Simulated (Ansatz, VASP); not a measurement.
Mg3H8: VASP beside Ansatz

INCAR

```
SYSTEM = Mg3H8
PREC = Accurate
ENCUT = 600
EDIFF = 1E-6
ISMEAR = 0
SIGMA = 0.1
LREAL = .FALSE.
LASPH = .TRUE.
NELM = 80
ALGO = Normal
ISIF = 3
LWAVE = .FALSE.
LCHARG = .FALSE.
GGA = PE
IBRION = 2
NSW = 90
EDIFFG = -0.04
```

Contents of KPOINTS:

```
regular mesh
0
G
  6 6 4
  0 0 0
```

The input POSCAR:

```
Mg3H8
1.0
    4.8060284400      0.0000000000      0.0000000000
   -2.4030142200      4.1621427200      0.0000000000
    0.0000000000      0.0000000000      5.7753558800
Mg H
3 8
Direct
    0.3333333300      0.6666666700      0.7445032700
    0.3333333300      0.6666666700      0.2554967300
    0.6666666700      0.3333333300      0.0000000000
    0.4547490800      0.5452509200      0.5000000000
    0.4547490800      0.9094981500      0.5000000000
    0.0905018500      0.5452509200      0.5000000000
    0.3333333300      0.6666666700      0.5000000000
    0.0812519200      0.9187480800      0.0000000000
    0.0812519200      0.1625038400      0.0000000000
    0.8374961600      0.9187480800      0.0000000000
    0.3333333300      0.6666666700      0.0000000000
```

Input for Ansatz:

```yaml
crystal:
  lattice:
    - [4.80602844, 0.0, 0.0]
    - [-2.40301422, 4.16214272, 0.0]
    - [0.0, 0.0, 5.77535588]
  atoms:
    - { symbol: Mg, position: [0.33333333, 0.66666667, 0.74450327] }
    - { symbol: Mg, position: [0.33333333, 0.66666667, 0.25549673] }
    - { symbol: Mg, position: [0.66666667, 0.33333333, 0.0] }
    - { symbol: H, position: [0.45474908, 0.54525092, 0.5] }
    - { symbol: H, position: [0.45474908, 0.90949815, 0.5] }
    - { symbol: H, position: [0.09050185, 0.54525092, 0.5] }
    - { symbol: H, position: [0.33333333, 0.66666667, 0.5] }
    - { symbol: H, position: [0.08125192, 0.91874808, 0.0] }
    - { symbol: H, position: [0.08125192, 0.16250384, 0.0] }
    - { symbol: H, position: [0.83749616, 0.91874808, 0.0] }
    - { symbol: H, position: [0.33333333, 0.66666667, 0.0] }
basis:
  ecutwfc: 420
kpoints:
  mp_grid: { grid: [6, 6, 4] }
hamiltonian:
  xc: pbe
scf:
  occupations: { method: gaussian, width: 0.1 }
  lower_state_search: "off"
output:
  forces: true
  stress: true
  eigenvalues: true
relax:
  adjacent_minimum: "off"
  f_tol: 0.04
  max_steps: 70
  cell: { stress_tol: 0.4 }
```

Alike in both runs: task relaxation of cell and atoms; functional PBE; k mesh 6 × 6 × 4; occupations gaussian, width 0.1 eV; no spin polarisation.

```csv
,VASP,Ansatz
version,VASP 6.6.1,Ansatz 0.2.0
potentials or method,"VASP PAW PBE potentials, release 64 (Mg, H)","scalar-relativistic, plane waves, PAW"
plane-wave cutoff (eV),600,420
valence electrons in the cell,14,38
```

Ansatz gave:

```
gap on the k mesh at the Fermi level, each at its own relaxed structure (eV) : none
relaxed volume (Å³/atom)                                                     : 10.46
relaxed cell length with the largest relative difference (Å)                 : 7.843
energy change over the relaxation (meV/atom)                                 : -392
```

**Question.** Which values does VASP return?

**Answer.** gap on the k mesh at the Fermi level, each at its own relaxed structure (eV): none; relaxed volume (Å³/atom): 10.16; relaxed cell length with the largest relative difference (Å): 8.512; energy change over the relaxation (meV/atom): -429.

A gap of «none» marks a metal or a gap that the smearing closes. One of these differences is far larger than is usual between the two programs; its cause wasn't traced. The two sets of potentials don't hold the same shells in valence.
